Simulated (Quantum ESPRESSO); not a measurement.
## Cu in Quantum ESPRESSO: the effect of pseudo set

The system is Cu.

```
CELL_PARAMETERS angstrom
0.00000 1.80750 1.80750
1.80750 0.00000 1.80750
1.80750 1.80750 0.00000
ATOMIC_POSITIONS crystal
Cu 0.00000 0.00000 0.00000
```

Alike in all runs:

* Program: Quantum ESPRESSO 7.5
* Task: band structure
* Functional: PBE
* k mesh: 13 × 13 × 13
* Occupations: fermi-dirac, width 0.05 eV
* Spin: no spin polarisation

| pseudo set | cutoff | pressure (GPa) |
| --- | --- | --- |
| Ansatz NC SR PBE | 1252 eV | 1.6 |
| GBRV 1.5 PBE | 762 eV | 1.6 |
| JTH 2.0 PBE | 735 eV | ? |
| SG15 PBE 1.2 | 1197 eV | 1.9 |
| SSSP 1.3 efficiency PBE | 748 eV | 1.2 |

Question: What does the run with pseudo set JTH 2.0 PBE give?

Answer: Pressure 4.8 GPa.

The runs don't all hold the same shells in valence.
